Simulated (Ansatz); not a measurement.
**armchair graphene nanoribbon (N = 9, H edges): bands by functional and under strain**

Aim: is the armchair graphene nanoribbon (N = 9, H edges) a metal or a semiconductor?

Calculated with Ansatz 0.2.0; DFT PBE, plane waves, PAW; relaxation of a wire's period, in the first sound run; inputs show where later runs differ.

**1. Set-up**

The cell holds 22 atoms: 18 C and 4 H. Cell: a = 18.691 Å, b = 7.000 Å, c = 4.260 Å, α = 90.0°, β = 90.0°, γ = 90.0°. Vacuum lies along a and b. The structure's axis is c.

**2. Relaxing the period**

Band widths follow the bond lengths, so the wire is relaxed first. The atoms and the third cell vector are free; the box across stays fixed as vacuum. A Fermi-Dirac smearing is set since the result may be a metal. The pressure printed is a third of the stress's trace over the whole box, vacuum included; only the stress along the axis is relaxed.

The input, input.yaml:

```yaml
crystal:
  lattice:
    - [18.691, 0.0, 0.0]
    - [0.0, 7.0, 0.0]
    - [0.0, 0.0, 4.26]
  atoms:
    - { symbol: C, position: [0.236833084, 0.5, 0.0] }
    - { symbol: C, position: [0.368421129, 0.5, 0.0] }
    - { symbol: C, position: [0.500009174, 0.5, 0.0] }
    - { symbol: C, position: [0.631597219, 0.5, 0.0] }
    - { symbol: C, position: [0.763185264, 0.5, 0.0] }
    - { symbol: C, position: [0.236833084, 0.5, 0.333333333] }
    - { symbol: C, position: [0.368421129, 0.5, 0.333333333] }
    - { symbol: C, position: [0.500009174, 0.5, 0.333333333] }
    - { symbol: C, position: [0.631597219, 0.5, 0.333333333] }
    - { symbol: C, position: [0.763185264, 0.5, 0.333333333] }
    - { symbol: H, position: [0.187255899, 0.5, 0.458920188] }
    - { symbol: H, position: [0.81276245, 0.5, 0.458920188] }
    - { symbol: C, position: [0.302627107, 0.5, 0.5] }
    - { symbol: C, position: [0.434215152, 0.5, 0.5] }
    - { symbol: C, position: [0.565803197, 0.5, 0.5] }
    - { symbol: C, position: [0.697391242, 0.5, 0.5] }
    - { symbol: C, position: [0.302627107, 0.5, 0.833333333] }
    - { symbol: C, position: [0.434215152, 0.5, 0.833333333] }
    - { symbol: C, position: [0.565803197, 0.5, 0.833333333] }
    - { symbol: C, position: [0.697391242, 0.5, 0.833333333] }
    - { symbol: H, position: [0.187255899, 0.5, 0.874413146] }
    - { symbol: H, position: [0.81276245, 0.5, 0.874413146] }
kpoints:
  mp_grid: { grid: [1, 1, 19] }
scf:
  occupations: { method: fermi_dirac, width: 0.05 }
hamiltonian:
  xc: pbe
relax:
  cell: { fix: [a, b, alpha, beta, gamma] }
  max_steps: 60
```

Run with:

```
$ ansatz run input.yaml --threads 8 --pin off --max-ram 16384MiB --backend cpu --events-out ev --progress --plain --runs-dir out
```

Numbers of over 12 decimals in the logs are rounded to 6 here.

The program printed:

```text
Engine: ansatz 0.2.0, aarch64-unknown-linux-gnu
Pseudopotentials: kind: paw
Pseudopotential: C, paw, valence charge 4, recommended cutoff 420 eV (normal), C.paw.azcp
Pseudopotential: H, paw, valence charge 1, recommended cutoff 420 eV (normal), H.paw.azcp
Functional definition: PBE
  parameter kappa = 0.804
  parameter beta = 0.066725
  exchange = pbe_x(kappa = kappa, mu = beta*pi^2/3)
  correlation = pbe_c(beta = beta)
Crystal: 22 atoms, lattice volume = 557.366 Å³
Basis set: ecut = 420 eV, 10891 PW (Γ), exchange–correlation on 250×96×60 points (8 copies of the dense FFT grid, shifted against one another)
Bands: 60, of which v1, the nominal top of the filled ones, is band 38 counted from 1 (37 counted from 0)
Symmetry: 8 space group operations
Space group: Pmmm (ITA 47), of the structure as read, at distance tolerance 8.2e-5 Å
k-points: 10 of 19
Non-local potential: C, projectors of the file, l = 0: 2, l = 1: 2, l = 2: 1
Non-local potential: H, projectors of the file, l = 0: 2, l = 1: 1
PAW form: soft (Blöchl's): semilocal exchange-correlation on the pseudo side does not see the compensation charge
PAW one-centre angular grid: C, 110 points (default); XC on 64 Gauss nodes
PAW one-centre angular grid: H, 110 points (default); XC on 64 Gauss nodes
Initial density: superposition of atomic densities (neutral atoms: chi_scale 0, normalization atom), corrected by the library's trained network
Initial wavefunctions: pseudopotential atomic-orbital guess
Functional: x = pbe(κ = 0.804, μ = 0.219515), c = pbe(β = 0.066725)
SCF iter   1: F=—  HF=-4579.983556 eV  |F-HF|=—  |Δ(HF+E_count)|=         —  Δρ=2.54e-3  dr2=1.29e-1  ethr=1.77e-3  ⟨swp⟩=10.3  Hψ=3613  notcnv=0  defer=102
preconditioner: auto → Resta (q_TF=auto, 1.957 Å⁻¹)  ε∞=1.9  [insulator: Δε(μ)=0.681 eV  Ē_g=14.242 eV  σ=0.050 eV  W_gap=1.00  n_scr=76 (ndim 8)  ℏωp=13.7 eV  f_vac=0.613  D(μ)=0.00/eV (n_scr^D=0)  ε∞_Penn≈1.9  vacuum switching on, ρ_ref=1.5e-2 e/Å³]
SCF iter   2: F=—  HF=-4579.961339 eV  |F-HF|=—  |Δ(HF+E_count)|=   2.22e-2  Δρ=2.05e-3  dr2=5.21e-2  ethr=1.69e-4  ⟨swp⟩=2.3  Hψ=982  notcnv=0  defer=144
SCF iter   3: F=—  HF=-4579.953441 eV  |F-HF|=—  |Δ(HF+E_count)|=   7.90e-3  Δρ=9.41e-4  dr2=6.74e-3  ethr=6.86e-5  ⟨swp⟩=2.0  Hψ=745  notcnv=0  defer=144
SCF iter   4: F=—  HF=-4579.953475 eV  |F-HF|=—  |Δ(HF+E_count)|=   3.40e-5  Δρ=3.48e-4  dr2=7.82e-4  ethr=8.87e-6  ⟨swp⟩=2.3  Hψ=838  notcnv=0  defer=144
SCF iter   5: F=—  HF=-4579.954079 eV  |F-HF|=—  |Δ(HF+E_count)|=   6.04e-4  Δρ=9.55e-5  dr2=4.34e-5  ethr=1.03e-6  ⟨swp⟩=2.2  Hψ=846  notcnv=0  defer=144
SCF iter   6: F=—  HF=-4579.954079 eV  |F-HF|=—  |Δ(HF+E_count)|=   8.33e-7  Δρ=3.05e-5  dr2=4.02e-6  ethr=5.71e-8  ⟨swp⟩=2.2  Hψ=962  notcnv=0  defer=144
SCF iter   7: F=—  HF=-4579.954079 eV  |F-HF|=—  |Δ(HF+E_count)|=   7.48e-7  Δρ=6.74e-6  dr2=2.72e-7  ethr=5.29e-9  ⟨swp⟩=2.2  Hψ=775  notcnv=0  defer=144
SCF iter   8: F=-4579.954080 eV  HF=-4579.954079 eV  |F-HF|=7.05e-8  |Δ(HF+E_count)|=   1.16e-7  Δρ=2.64e-6  dr2=2.86e-8  ethr=1.32e-10  ⟨swp⟩=5.0  Hψ=1974  notcnv=0
SCF 1 converged in 8 iterations: F = -4579.954080 eV  dr2 = 2.86e-8
  greatest PAW one-centre occupation: 0.674 electrons in one spin orbital (limit 2), on the C atom at site 8 (counted from 0), in its partial waves of l = 0
relax step   1: F+E_penalty+E_count = -4579.95407955 eV  Δ(F+E_penalty+E_count) = +0.000e0 eV  max|allowed force component| = 2.291e0 eV/Å  Δτ_max = 0.0000 Å  P = +0.562 GPa  Ω = 557.366 Å³  fix = [a, b, alpha, beta, gamma]  reactions: a +0.355, b +0.105 GPa  (8 SCF iters, dr2 threshold 1.00e-7 eV, accepted)
Crystal: 22 atoms, lattice volume = 561.388 Å³
Basis set: ecut = 420 eV, 10979 PW (Γ), exchange–correlation on 250×96×60 points (8 copies of the dense FFT grid, shifted against one another)
Initial density: handed on by an earlier stage of this run
Initial wavefunctions: those handed on with the density
iter 1 solved again at ethr=1.09e-4 eV; its pass at ethr=3.10e-3 eV (dr2=8.25e-2 eV) is discarded
SCF iter   1: F=—  HF=-4580.177697 eV  |F-HF|=—  |Δ(HF+E_count)|=         —  Δρ=4.46e-3  dr2=8.64e-2  ethr=1.09e-4  ⟨swp⟩=5.6  Hψ=2579  notcnv=0
preconditioner: auto → Resta (q_TF=auto, 1.955 Å⁻¹)  ε∞=2.0  [insulator: Δε(μ)=0.745 eV  Ē_g=13.939 eV  σ=0.050 eV  W_gap=1.00  n_scr=76 (ndim 8)  ℏωp=13.7 eV  f_vac=0.617  D(μ)=0.00/eV (n_scr^D=0)  ε∞_Penn≈2.0  vacuum switching on, ρ_ref=1.4e-2 e/Å³]
SCF iter   2: F=—  HF=-4580.158238 eV  |F-HF|=—  |Δ(HF+E_count)|=   1.95e-2  Δρ=1.89e-3  dr2=1.63e-2  ethr=1.09e-4  ⟨swp⟩=2.9  Hψ=1098  notcnv=0
SCF iter   3: F=—  HF=-4580.156939 eV  |F-HF|=—  |Δ(HF+E_count)|=   1.30e-3  Δρ=8.94e-4  dr2=6.36e-3  ethr=2.15e-5  ⟨swp⟩=2.6  Hψ=1040  notcnv=0  defer=2
SCF iter   4: F=—  HF=-4580.156149 eV  |F-HF|=—  |Δ(HF+E_count)|=   7.90e-4  Δρ=3.18e-4  dr2=4.70e-4  ethr=8.36e-6  ⟨swp⟩=2.1  Hψ=772  notcnv=0  defer=2
SCF iter   5: F=—  HF=-4580.156125 eV  |F-HF|=—  |Δ(HF+E_count)|=   2.34e-5  Δρ=9.82e-5  dr2=3.33e-5  ethr=6.18e-7  ⟨swp⟩=2.2  Hψ=835  notcnv=0  defer=2
SCF iter   6: F=-4580.156135 eV  HF=-4580.156134 eV  |F-HF|=7.09e-7  |Δ(HF+E_count)|=   9.06e-6  Δρ=2.14e-5  dr2=1.90e-6  ethr=2.89e-9  ⟨swp⟩=3.6  Hψ=2368  notcnv=0
SCF 2 converged in 6 iterations: F = -4580.156135 eV  dr2 = 1.90e-6
  greatest PAW one-centre occupation: 0.676 electrons in one spin orbital (limit 2), on the C atom at site 9 (counted from 0), in its partial waves of l = 0
relax step   2: F+E_penalty+E_count = -4580.15613519 eV  Δ(F+E_penalty+E_count) = -2.021e-1 eV  max|allowed force component| = 6.604e-1 eV/Å  Δτ_max = 0.0452 Å  P = +0.165 GPa  Ω = 561.388 Å³  energy of the carried Pulay correction = -4.278e-3 eV  fix = [a, b, alpha, beta, gamma]  reactions: a +0.270, b +0.096 GPa  (6 SCF iters, dr2 threshold 2.20e-6 eV, accepted)
Crystal: 22 atoms, lattice volume = 562.072 Å³
Basis set: ecut = 420 eV, 10995 PW (Γ), exchange–correlation on 250×96×60 points (8 copies of the dense FFT grid, shifted against one another)
iter 1 solved again at ethr=1.48e-5 eV; its pass at ethr=3.10e-3 eV (dr2=1.13e-2 eV) is discarded
SCF iter   1: F=—  HF=-4580.176656 eV  |F-HF|=—  |Δ(HF+E_count)|=         —  Δρ=1.65e-3  dr2=1.16e-2  ethr=1.48e-5  ⟨swp⟩=2.6  Hψ=2315  notcnv=0
preconditioner: auto → Resta (q_TF=auto, 1.955 Å⁻¹)  ε∞=2.0  [insulator: Δε(μ)=0.769 eV  Ē_g=13.940 eV  σ=0.050 eV  W_gap=1.00  n_scr=76 (ndim 8)  ℏωp=13.7 eV  f_vac=0.616  D(μ)=0.00/eV (n_scr^D=0)  ε∞_Penn≈2.0  vacuum switching on, ρ_ref=1.4e-2 e/Å³]
SCF iter   2: F=—  HF=-4580.173987 eV  |F-HF|=—  |Δ(HF+E_count)|=   2.67e-3  Δρ=7.03e-4  dr2=2.50e-3  ethr=1.48e-5  ⟨swp⟩=2.0  Hψ=876  notcnv=0
[...]
SCF 3 converged in 6 iterations: F = -4580.173530 eV  dr2 = 2.22e-7
  greatest PAW one-centre occupation: 0.678 electrons in one spin orbital (limit 2), on the C atom at site 9 (counted from 0), in its partial waves of l = 0
relax step   3: F+E_penalty+E_count = -4580.17352985 eV  Δ(F+E_penalty+E_count) = -1.739e-2 eV  max|allowed force component| = 7.109e-2 eV/Å  Δτ_max = 0.0143 Å  P = +0.066 GPa  Ω = 562.072 Å³  energy of the carried Pulay correction = -5.003e-3 eV  fix = [a, b, alpha, beta, gamma]  reactions: a -0.024, b +0.094 GPa  (6 SCF iters, dr2 threshold 2.20e-6 eV, accepted)
[...]
relax step   4: F+E_penalty+E_count = -4580.17369968 eV  Δ(F+E_penalty+E_count) = -1.698e-4 eV  max|allowed force component| = 2.266e-2 eV/Å  Δτ_max = 0.0017 Å  P = +0.027 GPa  Ω = 562.227 Å³  energy of the carried Pulay correction = -5.167e-3 eV  fix = [a, b, alpha, beta, gamma]  reactions: a -0.012, b +0.094 GPa  (5 SCF iters, dr2 threshold 3.16e-7 eV, accepted)
[...]
relax step   5: F+E_penalty+E_count = -4580.17374481 eV  Δ(F+E_penalty+E_count) = -4.513e-5 eV  max|allowed force component| = 4.817e-3 eV/Å  Δτ_max = 0.0009 Å  P = +0.036 GPa  Ω = 562.208 Å³  energy of the carried Pulay correction = -5.146e-3 eV  fix = [a, b, alpha, beta, gamma]  reactions: a +0.010, b +0.094 GPa  (5 SCF iters, dr2 threshold 3.21e-8 eV, accepted)
Initial wavefunctions: pseudopotential atomic-orbital guess (no wavefunctions were taken with the density)
iter 1 solved again at ethr=3.62e-7 eV; its pass at ethr=3.10e-3 eV (dr2=2.75e-4 eV) is discarded
SCF iter   1: F=—  HF=-4580.178027 eV  |F-HF|=—  |Δ(HF+E_count)|=         —  Δρ=4.92e-5  dr2=1.02e-6  ethr=3.62e-7  ⟨swp⟩=12.7  Hψ=6899  notcnv=0  defer=7
preconditioner: auto → Resta (q_TF=auto, 1.955 Å⁻¹)  ε∞=2.0  [insulator: Δε(μ)=0.787 eV  Ē_g=13.950 eV  σ=0.050 eV  W_gap=1.00  n_scr=76 (ndim 8)  ℏωp=13.7 eV  f_vac=0.616  D(μ)=0.00/eV (n_scr^D=0)  ε∞_Penn≈2.0  vacuum switching on, ρ_ref=1.4e-2 e/Å³]
SCF iter   2: F=—  HF=-4580.178507 eV  |F-HF|=—  |Δ(HF+E_count)|=   4.80e-4  Δρ=2.49e-5  dr2=2.56e-7  ethr=1.34e-9  ⟨swp⟩=3.0  Hψ=1193  notcnv=0  defer=6
SCF iter   3: F=—  HF=-4580.178784 eV  |F-HF|=—  |Δ(HF+E_count)|=   2.76e-4  Δρ=3.48e-6  dr2=1.06e-7  ethr=3.37e-10  ⟨swp⟩=2.5  Hψ=890  notcnv=0  defer=6
SCF iter   4: F=—  HF=-4580.178789 eV  |F-HF|=—  |Δ(HF+E_count)|=   5.09e-6  Δρ=1.02e-6  dr2=1.16e-8  ethr=1.40e-10  ⟨swp⟩=2.0  Hψ=698  notcnv=0  defer=6
SCF iter   5: F=—  HF=-4580.178789 eV  |F-HF|=—  |Δ(HF+E_count)|=   2.30e-7  Δρ=4.85e-7  dr2=8.42e-10  ethr=1.52e-11  ⟨swp⟩=2.0  Hψ=698  notcnv=0  defer=6
SCF iter   6: F=—  HF=-4580.178789 eV  |F-HF|=—  |Δ(HF+E_count)|=   3.94e-9  Δρ=1.67e-7  dr2=2.39e-10  ethr=1.00e-12  ⟨swp⟩=5.0  Hψ=2027  notcnv=0
SCF iter   7: F=-4580.178789 eV  HF=-4580.178789 eV  |F-HF|=5.38e-9  |Δ(HF+E_count)|=   4.88e-9  Δρ=5.64e-8  dr2=1.38e-11  ethr=1.00e-12  ⟨swp⟩=4.9  Hψ=1800  notcnv=0
SCF 6 converged in 7 iterations: F = -4580.178789 eV  dr2 = 1.38e-11
relax step   6: F+E_penalty+E_count = -4580.17878915 eV  Δ(F+E_penalty+E_count) = -5.044e-3 eV  max|allowed force component| = 4.436e-3 eV/Å  Δτ_max = 0.0000 Å  P = +0.047 GPa  Ω = 562.208 Å³  fix = [a, b, alpha, beta, gamma]  reactions: a +0.007, b +0.117 GPa  stress off target by 1.73e-2 GPa on what of the cell is left free  SCF on the basis re-selected at this cell (its energy is not comparable with the rows above)  (7 SCF iters)
basis re-selected at this cell: Δ(F+E_penalty+E_count) = -5.044e-3 eV, ΔP = +0.012 GPa vs the last step (what re-selecting the basis moved, of the pressure what is left beyond the Pulay correction that the steps carried, after the strain that the cell walked since its last selection, with what the two solves' SCF thresholds leave and, on support functions, any second-order correction that the steps lacked; it is no m [...]
SCF converged after 7 iterations
Free energy (F): -4580.178789 eV
Harris-Foulkes:  -4580.178789 eV  (|F-HF|=5.38e-9)
Internal energy: -4580.178752 eV  (E = F + TS)
E sigma→0 (E₀):  -4580.178771 eV
Entropy (-TS):   -0.000037 eV (-0.002 meV/atom)
Fermi energy:    -0.680976 eV
--- Per-component energies (eV) ---
  E_band       = -728.729150
  E_kinetic    = 1687.090900
  E_local      = -15628.780893  (includes V_loc(G=0)·N_el)
  E_nonlocal   = 498.400468
  E_hartree    = 6976.525086
  E_xc         = -898.173047
  E_vxc        = -1113.397960  (∫ρ·V_xc dr)
  E_paw        = -1790.321858  (= ΣΔE_a)
  E_vpaw       = -125.086512  (= ΣTr[D̂ρ^β])
  E_aug_tail   = -0.005427  (compensation charges beyond the density's cutoff)
  E_ewald      = 4575.086019
  E_smearing   = -0.000037  (= −TS)
  E_closure    = 0.000000  (closes the sum)
  Σ components = -4580.178789   (vs F -4580.178789, Δ=0.00e0)
--- Forces (eV/Å), atoms counted from 1 ---
  atom   1  C      0.00159070     0.00000000    -0.00325827
  atom   2  C     -0.00092998     0.00000000    -0.00039958
  atom   3  C      0.00000000     0.00000000     0.00042632
  atom   4  C      0.00092998     0.00000000    -0.00039958
  atom   5  C     -0.00159070     0.00000000    -0.00325827
  atom   6  C      0.00159070     0.00000000     0.00325827
  atom   7  C     -0.00092998     0.00000000     0.00039958
  atom   8  C      0.00000000     0.00000000    -0.00042632
  atom   9  C      0.00092998    -0.00000000     0.00039958
  atom  10  C     -0.00159070     0.00000000     0.00325827
  atom  11  H     -0.00443564     0.00000000     0.00073027
  atom  12  H      0.00443564    -0.00000000     0.00073027
  atom  13  C      0.00305361     0.00000000     0.00235904
  atom  14  C      0.00069471     0.00000000    -0.00111359
  atom  15  C     -0.00069471    -0.00000000    -0.00111359
  atom  16  C     -0.00305361    -0.00000000     0.00235904
  atom  17  C      0.00305361     0.00000000    -0.00235904
  atom  18  C      0.00069471     0.00000000     0.00111359
  atom  19  C     -0.00069471    -0.00000000     0.00111359
  atom  20  C     -0.00305361     0.00000000    -0.00235904
  atom  21  H     -0.00443564    -0.00000000    -0.00073027
  atom  22  H      0.00443564     0.00000000    -0.00073027
  max |Σ_I F_I| component: 8.67e-19 eV/Å
--- Stress (GPa, compression-positive) ---
        0.007270       0.000000       0.000000
        0.000000       0.117065       0.000000
        0.000000       0.000000       0.017308
  P = ⅓ Tr σ = 0.0472 GPa (0.472 kbar)
--- Relaxed structure (5 steps of the walk, 5 accepted, 1 SCFs on fresh bases) ---
  F+E_penalty+E_count = -4580.17878915 eV   max|allowed force component| = 4.436e-3 eV/Å   (the final SCF, on the basis selected at the relaxed cell)
  cell:  # Å, volume = 562.2077 Å³
    - [18.691, 0.0, 0.0]
    - [0.0, 7.0, 0.0]
    - [0.0, 0.0, 4.297008]
  atoms:
    - { symbol: C, position: [0.237911, 0.5, 0.00690582] }
    - { symbol: C, position: [0.367992, 0.5, 7.746602106892405e-5] }
    - { symbol: C, position: [0.5, 0.5, -0.000729862] }
    - { symbol: C, position: [0.632008, 0.5, 7.746602106892405e-5] }
    - { symbol: C, position: [0.762089, 0.5, 0.00690582] }
    - { symbol: C, position: [0.237911, 0.5, 0.326428] }
    - { symbol: C, position: [0.367992, 0.5, 0.333256] }
    - { symbol: C, position: [0.5, 0.5, 0.334063] }
    - { symbol: C, position: [0.632008, 0.5, 0.333256] }
    - { symbol: C, position: [0.762089, 0.5, 0.326428] }
    - { symbol: H, position: [0.186649, 0.5, 0.446108] }
    - { symbol: H, position: [0.813351, 0.5, 0.446108] }
    - { symbol: C, position: [0.302218, 0.5, 0.498595] }
    - { symbol: C, position: [0.434280, 0.5, 0.500602] }
    - { symbol: C, position: [0.565720, 0.5, 0.500602] }
    - { symbol: C, position: [0.697782, 0.5, 0.498595] }
    - { symbol: C, position: [0.302218, 0.5, 0.834738] }
    - { symbol: C, position: [0.434280, 0.5, 0.832731] }
    - { symbol: C, position: [0.565720, 0.5, 0.832731] }
    - { symbol: C, position: [0.697782, 0.5, 0.834738] }
    - { symbol: H, position: [0.186649, 0.5, 0.887226] }
    - { symbol: H, position: [0.813351, 0.5, 0.887226] }
```

Run time: 17 s. Hardware: 8 threads of Arm Neoverse V2, shared host; peak memory 1.8 GiB; 2 min of CPU time.

Step by step:

```tsv
step	energy less that of the first step (eV)	largest force component (eV/Å)	pressure (GPa)	volume (Å³)
1	0.0000	2.2906	0.56	557.37
2	-0.2021	0.6604	0.17	561.39
3	-0.2194	0.0711	0.07	562.07
4	-0.2196	0.0227	0.03	562.23
5	-0.2197	0.0048	0.04	562.21
6*	-0.2247	0.0044	0.05	562.21
```

Relaxation steps marked * repeat the geometry before them on a plane-wave basis chosen anew for their cell, so energy and pressure can jump there.

Forces are held to the 8 operations that the run works with; a distortion that breaks them can't arise in this run.

```tsv
cell as run	before	after	change
c (Å)	4.260	4.297	+0.9 %
```

The atoms that moved most (Å, along periodic axes as changes of fractional coordinates times the final cell, across vacuum about the mean position):

```tsv
atom	dx	dy	dz	length
H11	-0.011	0.000	-0.055	0.056
H12	0.011	0.000	-0.055	0.056
H21	-0.011	0.000	0.055	0.056
H22	0.011	0.000	0.055	0.056
C1	0.020	0.000	0.030	0.036
C6	0.020	0.000	-0.030	0.036
C5	-0.020	0.000	0.030	0.036
C10	-0.020	0.000	-0.030	0.036
```

This step gave:

* cell length along the wire: 4.297 Å

The cell's length comes to 4.297 Å with spin left out.

(Part 1 of 3 ends here.)

[Logs are printed without paths, hosts, clocks, repeated set-up lines and the standing remarks that a program may print on its own settings, such as how far it seeks lower states.]

[Hosts, paths, dates, database ids (printed as entryN), source tags and the programs' standing remarks are cut or masked in the printed files.]
